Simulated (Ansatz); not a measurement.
All numbers below come from DFT PBE, scalar-relativistic, plane waves, PAW (Ansatz). All cells share a 420 eV cutoff and Γ-centred k meshes spaced at most about 0.3 Å⁻¹ (about 0.25 or finer for metals, 2π included). No spin polarisation.

These are static total energies at zero pressure.

Compare these two cells of CdTe₄, each relaxed at this level.

A.

```xyz
5
Lattice="-3.4787 3.4787 3.4787 3.4787 -3.4787 3.4787 3.4787 3.4787 -3.4787" Properties=species:S:1:pos:R:3 pbc="T T T"
Cd    0.0000    0.0000    0.0000
Te    1.7393    1.7393    1.7393
Te   -1.7393    1.7393    1.7393
Te    1.7393    1.7393   -1.7393
Te    1.7393   -1.7393    1.7393
```

B.

```xyz
5
Lattice="4.4664 0.0000 0.0000 0.0000 4.4664 0.0000 0.0000 0.0000 8.5249" Properties=species:S:1:pos:R:3 pbc="T T T"
Cd    0.0000    0.0000    0.0000
Te    0.0000    2.2332    6.2546
Te    2.2332    0.0000    6.2546
Te    0.0000    2.2332    2.2702
Te    2.2332    0.0000    2.2702
```

Question: Which form is favoured at zero pressure, and by what margin per atom?

Answer: B is lower, by 174 meV/atom. A has space group Im-3m (No. 229), 33.7 Å³/atom and no gap on its mesh; B has space group P4/mmm (No. 123), 34.0 Å³/atom and no gap. Even the lower one lies +0.05 eV/atom against the reference forms of the elements (uncorrected), so neither is stable at this level. In A, Cd has 8 Te at 3.01 Å; around Te lie 2 Cd at 3.01 Å and 6 Te at 3.48 Å. In B, Cd is surrounded by 8 Te at 3.18 Å; around Te lie 4 Te at 3.16 Å and 2 Cd at 3.18 Å. Both come from invented guesses.

No dispersion correction is applied, so the spacing and binding between layers, chains or molecules are poorly described (P4/mmm), and this can change margins and order among such cells. These runs have no spin–orbit coupling, which can matter for Te. Cells relaxed within their symmetry can be saddle points.
